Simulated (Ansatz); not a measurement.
**LiH (NiAs type): independent-particle optics**

Aim: the dielectric function of LiH (NiAs type) in the independent-particle picture, and how it depends on the functional and on the gap. Plan: HSE06 for the gap; optics with PBE on 9×9×4; optics with r2SCAN on 9×9×4; optics with PBE and scissors to the HSE06 gap on 9×9×4.

Program: Ansatz 0.2.0. Level of theory: plane waves, PAW; no local fields, no excitons. These are calculated values, not measurements.

## 1. Starting point

Symmetry: P6_3/mmc, No. 194, hexagonal system. The conventional cell has a = 2.782 Å, b = 2.782 Å, c = 4.873 Å, α = 90.00°, β = 90.00°, γ = 120.00°. Li (site symmetry -3m) is surrounded by 6 H at 2.02 Å. Around H (site symmetry -6m2) lie 6 Li at 2.02 Å.

Coordinates:

```
Li H
1.0
     2.78155    0.00000    0.00000
    -1.39077    2.40889    0.00000
     0.00000    0.00000    4.87296
Li H
2 2
Direct
  0.00000 0.00000 0.00000
  0.00000 0.00000 0.50000
  0.33333 0.66667 0.25000
  0.66667 0.33333 0.75000
```

Cell and atoms come from an earlier r2SCAN relaxation.

## 2. HSE06 levels at special points

The input, input.yaml:

```yaml
crystal:
  lattice:
    - [2.7815484432, 0.0, 0.0]
    - [-1.3907742216, 2.4088916137, 0.0]
    - [0.0, 0.0, 4.8729607008]
  atoms:
    - { symbol: Li, position: [0.0, 0.0, 0.0] }
    - { symbol: Li, position: [0.0, 0.0, 0.5] }
    - { symbol: H, position: [0.3333333333, 0.6666666667, 0.25] }
    - { symbol: H, position: [0.6666666667, 0.3333333333, 0.75] }
kpoints:
  mp_grid: { grid: [6, 6, 4] }
  band_path:
    path:
      - [0.0, 0.0, 0.0]
      - [0.5, 0.0, 0.0]
      - [0.3333333333, 0.3333333333, 0.0]
      - [0.0, 0.0, 0.5]
      - [0.5, 0.0, 0.5]
      - [0.3333333333, 0.3333333333, 0.5]
      - [0.0, 0.5, 0.0]
      - [0.0, -0.5, 0.416667]
      - [0.5, 0.0, 0.25]
    npoints: 1
hamiltonian:
  xc: hse06
scf:
  occupations: { method: fixed }
  n_extra_bands: 5
output:
  forces: true
  stress: true
  eigenvalues: true
  write_density: true
  write_potential: true
  elf: true
  volumetric_format: npy
```

Run with:

```sh
$ ansatz run input.yaml --threads 4 --pin off --max-ram 3686MiB --backend cpu --events-out ev --progress --plain --runs-dir out
```

Further steps of the session: Optics, PBE; Optics, r2SCAN; Optics, PBE with a scissors shift.

Q: Predict the results of all the runs planned. Wanted: ε∞, PBE; ε∞, r2SCAN; tallest peak of ε₂, PBE; tallest peak of ε₂, r2SCAN; HSE06 direct gap.

**Answer**, as computed:

| quantity | value |
| --- | --- |
| ε∞, PBE | 4.02 (xx, yy), 3.91 (zz) |
| ε∞, r2SCAN | 3.55 (xx, yy), 3.48 (zz) |
| ε∞, PBE + 1.08 eV scissors | 3.59 (xx, yy), 3.51 (zz) |
| tallest peak of ε₂, PBE | 13.1 at 5.30 eV |
| tallest peak of ε₂, r2SCAN | 11.7 at 6.10 eV |
| tallest peak of ε₂, PBE + 1.08 eV scissors | 13.1 at 6.35 eV |
| HSE06 direct gap | 6.02 eV |

PBE + 1.08 eV scissors has the widest direct gap (6.07 eV) and PBE the narrowest (5.00 eV); ε∞ is 3.57 and 3.98 (mean of the axes). The response is anisotropic: with PBE ε∞ is 4.02 (xx, yy), 3.91 (zz). Local fields and excitons are left out: both change ε∞, and without excitons the onset lacks its lines.
